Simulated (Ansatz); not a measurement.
Input of an Ansatz 0.2.0 run:

The input input.yaml:

```yaml
crystal:
  lattice:
    - [3.18, 0.0, 0.0]
    - [-1.59, 2.753960784, 0.0]
    - [0.0, 0.0, 5.166]
  atoms:
    - { symbol: Ga, position: [0.6666666667, 0.3333333333, 0.5] }
    - { symbol: Ga, position: [0.3333333333, 0.6666666667, 0.0] }
    - { symbol: "N", position: [0.6666666667, 0.3333333333, 0.875] }
    - { symbol: "N", position: [0.3333333333, 0.6666666667, 0.375] }
hamiltonian:
  xc: pbe
  pseudopotentials: { kind: paw }
kpoints:
  mp_grid: { grid: [10, 10, 5] }
scf:
  occupations: { method: gaussian, width: 0.023 }
output:
  forces: true
  stress: true
  eigenvalues: true
```

Potentials or basis: Ansatz PAW.

The run is started by

```bash
$ ansatz run input.yaml --threads 2 --pin off --max-ram 5632MiB --backend cpu --events-out ev --progress --plain --runs-dir out
```

Task: Estimate the largest force.

Result: 0.137 eV/Å.

Task: Estimate the band gap on the k mesh.

Result: 1.96 eV, direct.

Forces on the atoms (eV/Å):
```
Ga   0.000  0.000 -0.137
Ga   0.000  0.000 -0.137
N    0.000  0.000  0.137
N    0.000  0.000  0.137
```

Caveat: odd divisions of the mesh miss points on the zone boundary, where band edges often lie, so the gap on the mesh can be too wide.

**Measured values to compare with.**

From “Studying electronic properties in GaN without electrical contacts using γ-γ vs e−-γ Perturbed Angular Correlations”, 2019, pmc:6823545, for a bulk crystal of GaN: band gap 3.503 ± 0.005 eV (direct).

Against the measured gap of GaN, 3.503 eV (direct; quoted in “Studying electronic properties in GaN without electrical contacts using γ-γ vs e−-γ Perturbed Angular Correlations”, 2019, pmc:6823545), the calculated 1.96 eV is off by -1.54 eV. Spin-orbit coupling on Ga is left out. The value is that of PBE, without temperature or zero-point motion. Semilocal functionals fall short of measured gaps as a rule.
